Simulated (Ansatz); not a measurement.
This script for cell relaxations under several functionals of HgTe, space group Cmcm with the Ansatz DFT code, driven from Python holds a mistake.

The script, `hgte_lattice.py`:
```python
# -*- coding: utf-8 -*-
"""Relaxed cell of HgTe under several functionals."""

import warnings

import ansatz
import numpy as np

def edges_and_angles(cell):
    cell = np.asarray(cell)
    a, b, c = np.linalg.norm(cell, axis=1)
    cosines = cell[1] @ cell[2] / (b * c), cell[0] @ cell[2] / (a * c), cell[0] @ cell[1] / (a * b)
    return (a, b, c, *np.degrees(np.arccos(cosines)))

warnings.simplefilter("ignore", ansatz.DeckWarning)

xtal = (
    ansatz.Lattice.of((2.992518, -3.466929, 0.0), (2.992518, 3.466929, 0.0), (0.0, 0.0, 5.798157))
    .atom("Hg", (0.34305, 0.65695, 0.75))
    .atom("Hg", (0.65695, 0.34305, 0.25))
    .atom("Te", (0.784809, 0.215191, 0.75))
    .atom("Te", (0.215191, 0.784809, 0.25))
)

setup = (
    xtal.calculation()
    .kpoints(4, 4, 3, center="gamma")
    .occupations(ansatz.OccupationsMethod.FIXED)
    .relax(cell=True, force_tolerance=0.03)
)

levels = [("pbesol", "none"), ("lda", "none"), ("pbesol", "d3bj")]
print("level            a       b       c    alpha   beta  gamma  V/atom  steps")
for name, dispersion in levels:
    seen = []
    run = setup.functional(name, dispersion=dispersion).session().plan()
    out = run.execute(on_event=lambda e: seen.append(e) if e["event"] == "relax_step" else None)
    cell = out.lattice.cell_ang
    label = name if dispersion == "none" else f"{name}+{dispersion}"
    print("{:13s} {:7.4f} {:7.4f} {:7.4f} {:6.2f} {:6.2f} {:6.2f}".format(label, *edges_and_angles(cell)), f"{abs(np.linalg.det(cell)) / len(out.lattice.sites):7.3f} {len(seen):5d}")
```

```console
$ python hgte_lattice.py
level            a       b       c    alpha   beta  gamma  V/atom  steps
RunWarning: iter 1: σ=0 fill of 36 bands saw a band overlap (occupied 10.2451 eV > unoccupied 8.3637 eV) — on an unconverged iterate often a transient of an unconverged empty band; one that stands at the close is told there (band_overlap_at_count); if the run fails to converge, the spectrum is likely genuinely metallic at σ=0 — use a smearing of finite width or the tetrahedron method (which not every kind of run takes: see the entry of scf.occupations.method in the input reference), with at least one empty band (raise scf.n_extra_bands, or leave it out; where the count is already the smallest k-point's plane-wave count, raise basis.ecutwfc first)
RunWarning: the bands overlap at the fill by count (36 filled at each k-point of a channel): the highest filled level, 11.863255 eV at k-index 5, stands 1.2354 eV over the lowest empty one, 10.627878 eV at k-index 12, so that a fill of the lowest levels lies lower and no gap is reported. A metal, or a carrier in a host's bands, wants a smearing of finite width or the tetrahedron method (`scf.occupations.method`). A defect's level that its images broaden is meant whole, and this fill is then the right one; a shifted mesh or single k-points narrow the overlap
pbesol         4.5813  4.5813  5.2253  90.00  90.00  94.83  27.320     9
Traceback (most recent call last):
  File "hgte_lattice.py", line 37, in <module>
    out = run.execute(on_event=lambda e: seen.append(e) if e["event"] == "relax_step" else None)
ansatz.NonConvergedError: did not converge after 100 iterations: dr2 = 3.11e-4 (threshold 4.00e-7), under the density mixer `msr1`, which `scf.mixing.algorithm: auto` chose by the deck's other keys (type `scf.mixing.algorithm: msr1` to keep it); at k-index 0, counted from 0 in this SCF's own list of k-points, the highest band that the last eigensolve's fill by count filled, 11.520861 eV, and the lowest that it left empty, 11.520884 eV, lay 2.341e-5 eV apart, the closest at any k-point: where those lie closer than the levels still move from one iteration to the next, and no symmetry of the run holds them equal, such a fill need not settle, and opposed starting moments at zero total moment, or else a narrow smearing, may settle it (`scf.occupations.method`, Limitations, in the input reference); raise `scf.max_iter`, which need not help a stalled SCF, or adjust the mixing (`scf.mixing`) or, under a smearing, its width (`scf.occupations.width`, in either direction: another width is another result); this SCF holds its density and magnetisation to the symmetry operations that it keeps, and cannot end on a state that breaks one of them: if the state sought breaks one, re-run with [...]
The last result that the run could keep is in <dir> where next_state_free_energy_ev on a file's second line is a number, the run has left its state, where lower_state_in_no_save there is true it has gone on to a lower one that no save has, where lower_state_not_kept there is true it has shown a lower one that it does not keep, where withdrawn there is true it has taken that telling back, where relaxation_convergence_pending there is true the relaxation had not been seen to end on it, where checkpoint_pending there is true a resume need not go on from it, and where ended_on there is non_converged, with further_exchange_loops ahead (goes_on_to, as later_telling there has it, where it stands), the run gives no result, that one neither; one whose goes_on_to is unconverged_end is of a structure not shown to be relaxed.
$ echo $?
1
```
(Warnings from the package without file and line, shortened, repeats left out.)

What is wrong, and how is it mended?

The fault: fixed occupations, though the bands overlap at this level of theory. The correction:

```diff
--- before
+++ after
@@ -27,3 +27,3 @@
     .kpoints(4, 4, 3, center="gamma")
-    .occupations(ansatz.OccupationsMethod.FIXED)
+    .occupations("fermi_dirac", width=0.05)
     .relax(cell=True, force_tolerance=0.03)
```

With that change:

Output of `python hgte_lattice.py`:
```text
level            a       b       c    alpha   beta  gamma  V/atom  steps
pbesol         4.5058  4.5058  5.4140  90.00  90.00  97.28  27.258    11
lda            4.4090  4.4090  5.4170  90.00  90.00  97.07  26.126     7
pbesol+d3bj    4.3678  4.3678  5.3951  90.00  90.00  96.59  25.561     8
```

What to keep in mind:
- Dispersion corrections can be off by several per cent in the lattices of metals, and by several GPa in the pressure at a fixed cell.
- For a metal this k-point mesh is coarse: on a finer one energies can move by several to tens of meV an atom and pressures by half a GPa or more, differences at one mesh by less.
- Edges and angles are those of the cell as typed, here a primitive one, not of the conventional cell.
- Spin-orbit coupling, which matters for elements this heavy, is left out.
- This cell is a computed structure, which may not be the phase found in nature.
- Timing: 79 s on 1 thread of Arm Neoverse V1 (shared host), peak memory 0.5 GiB.

(A comment or docstring line of the script was reworded after the run, the code is as it ran; lines on the test bed's own set-up are left out of the output.)
